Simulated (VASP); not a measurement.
The system is ZrSe2.

```
CELL_PARAMETERS angstrom
3.73854 0.00000 0.00000
-1.86927 3.23767 0.00000
0.00000 0.00000 6.03219
ATOMIC_POSITIONS crystal
Zr 0.00000 0.00000 0.00000
Se 0.33333 0.66667 0.26500
Se 0.66667 0.33333 0.73500
```

Base run:

- Program: VASP 6.6.1
- Functional: PBE0
- Potentials or basis: VASP PAW PBE potentials, release 64 (Zr_sv, Se)
- Cutoff: 520 eV
- k mesh: 6 × 6 × 3
- Occupations: gaussian, width 0.03 eV
- Spin: no spin polarisation

Its results: band gap on the k mesh 1.39 eV, indirect (least direct gap 2.32 eV); pressure 1.4 GPa; largest force 0.330 eV/Å.

Question: The run is repeated on the same cell with these changes: functional from PBE0 to PBE-EpsX. What comes out?

Answer: Band gap on the k mesh 0.40 eV, indirect (least direct gap 1.23 eV); pressure 2.5 GPa; largest force 0.106 eV/Å.

Caveats: the PAW data sets were made with another functional, which shifts forces and pressure a little; the mesh misses the band edges, which the band path finds closer together.
